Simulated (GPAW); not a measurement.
Here is a GPAW 26.7.0 calculation.

The input run.py:

```python
from ase import Atoms
from ase.dft.bandgap import bandgap
from ase.io import write
from ase.units import GPa
from gpaw import GPAW, PW, setup_paths

setup_paths.insert(0, '.')

atoms = Atoms(['Pt', 'Pt'],
              cell=[[2.7606656158, 0.0, 0.0],
                    [-1.3803328079, 2.3908065546, 0.0],
                    [0.0, 0.0, 4.792134]],
              scaled_positions=[[0.3333333333, 0.6666666667, 0.25],
                                [0.6666666667, 0.3333333333, 0.75]],
              pbc=True)

calc = GPAW(mode=PW(600),
            xc='PBEsol',
            kpts={'size': (9, 9, 5), 'gamma': True},
            occupations={'name': 'fermi-dirac', 'width': 0.05},
            nbands=29,
            convergence={'density': 1e-05, 'energy': 1e-05},
            maxiter=150,
            txt='gpaw.txt')
atoms.calc = calc
energy = atoms.get_potential_energy()
forces = atoms.get_forces()
stress = atoms.get_stress()
calc.write('gs.gpw')
write('result.traj', atoms)
print(f'Energy: {energy:.6f} eV')
print('Forces (eV/A):')
print(forces.round(4))
print('Stress (GPa):', (stress / GPa).round(3))
print('Fermi level:', round(calc.get_fermi_level(), 4), 'eV')
print(f'Gap: {bandgap(calc)[0]:.4f} eV, direct: {bandgap(calc, direct=True)[0]:.4f} eV')

path = atoms.cell.bandpath('GMKGALHA,LM,KH', npoints=60, eps=1e-4)
bs_calc = calc.fixed_density(kpts=path, symmetry='off', nbands=41,
                             convergence={'bands': 'CBM+6.0', 'eigenstates': 1e-6}, txt='bands.txt')
bs = bs_calc.band_structure()
bs.write('bs.json')
print(f'Gap on the path: {bandgap(bs_calc)[0]:.4f} eV')
```

Potentials or basis: PAW data sets generated in the run's folder for this functional, pw.

Run with:

```sh
$ gpaw-setup -f PBEsol Pt
$ OMP_NUM_THREADS=1 python run.py
```

Problem. Predict the band gap along the path.

Solution. None (metal or under the smearing width).

Problem. What does it give for the pressure?

Solution. -11.2 GPa.

Stress tensor (GPa, compression positive):
```
-11.43   0.00   0.00
  0.00 -11.43   0.00
  0.00   0.00 -10.87
```

Caveat: spin-orbit coupling is left out, which moves the levels of the heavy elements.
